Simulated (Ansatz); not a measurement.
Input, command and steps of an Ansatz relaxation.

```yaml
crystal:
  lattice:
    - [4.4957406455, 0.0, 0.0]
    - [-2.2478703227, 3.8934256079, 0.0]
    - [0.0, 0.0, 4.7447877235]
  atoms:
    - { symbol: Ge, position: [0.0, 0.0, 0.5] }
    - { symbol: Ge, position: [0.3333333333, 0.6666666667, 0.0] }
    - { symbol: Ge, position: [0.6666666667, 0.3333333333, 0.0] }
    - { symbol: Se, position: [0.0, 0.0, 0.0] }
basis:
  ecutwfc: 420
kpoints:
  mp_grid: { grid: [6, 6, 4] }
hamiltonian:
  xc: pbe
scf:
  occupations: { method: gaussian, width: 0.1 }
  lower_state_search: "off"
output:
  forces: true
  stress: true
  eigenvalues: true
relax:
  adjacent_minimum: "off"
  f_tol: 0.04
  max_steps: 70
  cell: { stress_tol: 0.4 }
```

```bash
ansatz run input.yaml --threads 1 --pin off --max-ram 2560MiB --backend cpu --events-out ev --progress --plain --runs-dir out
```

Method: DFT PBE, scalar-relativistic, plane waves, PAW (Ansatz).

Of 9 frames 8 are shown, positions in Å and forces in eV/Å; the SCF threshold varies from step to step. Steps run on the plane waves of an earlier cell, with a Pulay correction in the pressure. The basis is chosen afresh for the last frame, the zero of the energies, and at times for earlier ones too; energy and pressure step there, also at an unchanged geometry. Here that happened at step 7 (-8 meV/atom, 0.6 GPa); the frames before carry an error of that size.

```xyz
4
Lattice="4.4957 0.0000 0.0000 -2.2479 3.8934 0.0000 0.0000 0.0000 4.7448" Properties=species:S:1:pos:R:3:forces:R:3 pbc="T T T" step=1 free_energy_over_end_meV_per_atom=385.76 pressure_GPa=19.49
Ge    0.0000    0.0000    2.3724    0.0000    0.0000    0.0000
Ge    0.0000    2.5956    0.0000    0.0000    0.0000    0.0000
Ge    2.2479    1.2978    0.0000    0.0000    0.0000    0.0000
Se    0.0000    0.0000    0.0000    0.0000    0.0000    0.0000
4
Lattice="4.7098 0.0000 0.0000 -2.3549 4.0788 0.0000 0.0000 0.0000 4.8754" Properties=species:S:1:pos:R:3:forces:R:3 pbc="T T T" step=2 free_energy_over_end_meV_per_atom=147.90 pressure_GPa=8.78
Ge    0.0000    0.0000    2.4377    0.0000    0.0000    0.0000
Ge    0.0000    2.7192    0.0000    0.0000    0.0000    0.0000
Ge    2.3549    1.3596    0.0000    0.0000    0.0000    0.0000
Se    0.0000    0.0000    0.0000    0.0000    0.0000    0.0000
4
Lattice="4.8857 0.0000 0.0000 -2.4429 4.2311 0.0000 0.0000 0.0000 5.0724" Properties=species:S:1:pos:R:3:forces:R:3 pbc="T T T" step=3 free_energy_over_end_meV_per_atom=44.14 pressure_GPa=3.18
Ge    0.0000    0.0000    2.5362    0.0000    0.0000    0.0000
Ge    0.0000    2.8208    0.0000    0.0000    0.0000    0.0000
Ge    2.4429    1.4104    0.0000    0.0000    0.0000    0.0000
Se    0.0000    0.0000    0.0000    0.0000    0.0000    0.0000
4
Lattice="4.9411 0.0000 0.0000 -2.4705 4.2791 0.0000 0.0000 0.0000 5.3096" Properties=species:S:1:pos:R:3:forces:R:3 pbc="T T T" step=4 free_energy_over_end_meV_per_atom=12.54 pressure_GPa=-0.69
Ge    0.0000    0.0000    2.6548    0.0000    0.0000    0.0000
Ge    0.0000    2.8527    0.0000    0.0000    0.0000    0.0000
Ge    2.4705    1.4264    0.0000    0.0000    0.0000    0.0000
Se    0.0000    0.0000    0.0000    0.0000    0.0000    0.0000
4
Lattice="4.9191 0.0000 0.0000 -2.4595 4.2600 0.0000 0.0000 0.0000 5.3278" Properties=species:S:1:pos:R:3:forces:R:3 pbc="T T T" step=5 free_energy_over_end_meV_per_atom=10.28 pressure_GPa=-0.44
Ge    0.0000    0.0000    2.6639    0.0000    0.0000    0.0000
Ge    0.0000    2.8400    0.0000    0.0000    0.0000    0.0000
Ge    2.4595    1.4200    0.0000    0.0000    0.0000    0.0000
Se    0.0000    0.0000    0.0000    0.0000    0.0000    0.0000
4
Lattice="4.8839 0.0000 0.0000 -2.4420 4.2296 0.0000 0.0000 0.0000 5.3473" Properties=species:S:1:pos:R:3:forces:R:3 pbc="T T T" step=6 free_energy_over_end_meV_per_atom=8.90 pressure_GPa=0.11
Ge    0.0000    0.0000    2.6737    0.0000    0.0000    0.0000
Ge    0.0000    2.8197    0.0000    0.0000    0.0000    0.0000
Ge    2.4420    1.4099    0.0000    0.0000    0.0000    0.0000
Se    0.0000    0.0000    0.0000    0.0000    0.0000    0.0000
4
Lattice="4.8839 0.0000 0.0000 -2.4420 4.2296 0.0000 0.0000 0.0000 5.3473" Properties=species:S:1:pos:R:3:forces:R:3 pbc="T T T" step=7 free_energy_over_end_meV_per_atom=1.07 pressure_GPa=0.71
Ge    0.0000    0.0000    2.6737    0.0000    0.0000    0.0000
Ge    0.0000    2.8197    0.0000    0.0000    0.0000    0.0000
Ge    2.4420    1.4099    0.0000    0.0000    0.0000    0.0000
Se    0.0000    0.0000    0.0000    0.0000    0.0000    0.0000
4
Lattice="4.8960 0.0000 0.0000 -2.4480 4.2400 0.0000 0.0000 0.0000 5.3801" Properties=species:S:1:pos:R:3:forces:R:3 pbc="T T T" step=9 free_energy_over_end_meV_per_atom=0.00 pressure_GPa=0.23
Ge    0.0000    0.0000    2.6901    0.0000    0.0000    0.0000
Ge    0.0000    2.8267    0.0000    0.0000    0.0000    0.0000
Ge    2.4480    1.4133    0.0000    0.0000    0.0000    0.0000
Se    0.0000    0.0000    0.0000    0.0000    0.0000    0.0000
```

The start puts this composition into another compound's structure type, which needn't suit it. The cell swells from 20.8 to 27.9 Å³ an atom, so the end can be far from any stable crystal. At the end the space group is P6/mmm (tolerance 0.05 Å).

Time: 42 s on 1 thread of Arm Neoverse V1, with other jobs on the host, peak memory 0.4 GiB.

The k mesh is coarse.